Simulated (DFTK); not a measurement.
Wanted: the native input for a DFTK 0.8.2 run.

```yaml
Task: band structure
Functional: BJ06
Potentials_or_basis: SG15 1.2 (PBE)
Cutoff: 1225 eV
k_mesh: 6 × 6 × 3
Occupations: fermi-dirac, width 0.05 eV
Spin: no spin polarisation
Valence_electrons: Ga 13, N 5
SCF_tolerance_on_the_density: 1e-06
SCF_solver: ScfAndersonSolver
```

The structure of GaN lies in POSCAR:

```
GaN
1.0
    3.1800000000      0.0000000000      0.0000000000
   -1.5900000000      2.7539607840      0.0000000000
    0.0000000000      0.0000000000      5.1660000000
Ga N
2 2
Direct
    0.6666666667      0.3333333333      0.5000000000
    0.3333333333      0.6666666667      0.0000000000
    0.6666666667      0.3333333333      0.8750000000
    0.3333333333      0.6666666667      0.3750000000
```

The input as run:

run.jl

```julia
using DFTK
using PseudoPotentialData
using Unitful, UnitfulAtomic
using LinearAlgebra, Printf
include("save.jl")
disable_threading()

lines     = readlines("POSCAR")
lattice   = austrip(1u"Å") * parse(Float64, lines[2]) * hcat([parse.(Float64, split(l)) for l in lines[3:5]]...)
symbols   = vcat([fill(Symbol(s), parse(Int, n)) for (s, n) in zip(split(lines[6]), split(lines[7]))]...)
positions = [parse.(Float64, split(l)[1:3]) for l in lines[9:8+length(symbols)]]
pseudopotentials = Dict(:Ga => "Ga.upf", :N => "N.upf")
elements = Dict(s => ElementPsp(s, pseudopotentials; rcut=10.0) for s in unique(symbols))
atoms    = [elements[s] for s in symbols]

build_model(lattice, positions; symmetries=true) =
    model_DFT(lattice, atoms, positions;
              functionals=[:mgga_x_tb09, :lda_c_pw],
              temperature=austrip(0.05u"eV"),
              smearing=Smearing.FermiDirac(),
              symmetries)
Ecut  = 45.0  # hartree
kgrid = [6, 6, 3]
tol   = 1e-6
to_GPa = ustrip(uconvert(u"GPa", 1u"hartree/bohr^3"))

model = build_model(lattice, positions)
basis = PlaneWaveBasis(model; Ecut, kgrid)
display(basis)
scfres = self_consistent_field(basis;
                               tol,
                               nbandsalg=AdaptiveBands(model; n_bands_converge=23),
                               solver=ScfAndersonSolver())
display(scfres.energies)
@printf "Fermi level: %.6f eV\n" ustrip(auconvert(u"eV", something(scfres.εF, NaN)))
println("Levels at the first k-point (eV): ", round.(ustrip.(auconvert.(u"eV", scfres.eigenvalues[1][1:scfres.n_bands_converge])); digits=4))
save_scf!(scfres)

points = Dict("G" => [0.0, 0.0, 0.0], "A" => [0.0, 0.0, 0.5], "H" => [0.3333333333, 0.3333333333, 0.5], "K" => [0.3333333333, 0.3333333333, 0.0], "L" => [0.5, 0.0, 0.5], "M" => [0.5, 0.0, 0.0])
segments = [("G", "M", 6), ("M", "K", 4), ("K", "G", 7), ("G", "A", 3), ("A", "L", 6), ("L", "H", 4), ("H", "A", 7), ("L", "M", 3), ("K", "H", 3)]
kcoords = vcat([[points[a] + t * (points[b] - points[a]) for t in range(0, 1, n)] for (a, b, n) in segments]...)
bands = compute_bands(scfres, ExplicitKpoints(kcoords); n_bands=25, tol=1e-5)
for (k, ε) in zip(bands.basis.kpoints, bands.eigenvalues)
    @printf "%d %8.4f %8.4f %8.4f " k.spin k.coordinate...
    println(join([@sprintf("%9.4f", e) for e in ustrip.(auconvert.(u"eV", ε .- scfres.εF))]))
end
results["band_energies"] = rows(bands.eigenvalues); results["band_kpoints"] = rows(kcoords)
```

Potentials or basis: SG15 1.2 (PBE).

Launch:

```bash
$ julia --threads=1 run.jl  # save.jl only writes the numbers to a file and isn't shown; printed stress counts tension as positive; times include loading and compiling
```

It gave:

```json
{
 "Band gap on the k mesh": "2.04 eV, direct",
 "Band gap along the path": "2.04 eV, direct"
}
```

Caveat: the program leaves the constant c of mgga_x_tb09 at 1, so the potential is Becke-Johnson's (BJ06) and not Tran and Blaha's, with levels but no total energy; the potentials were made for another functional, which shifts forces and pressure.

It took 90 s on 1 thread of AMD EPYC 9R45 96-Core Processor (Zen 5) (shared host), peak memory 1.9 GiB.
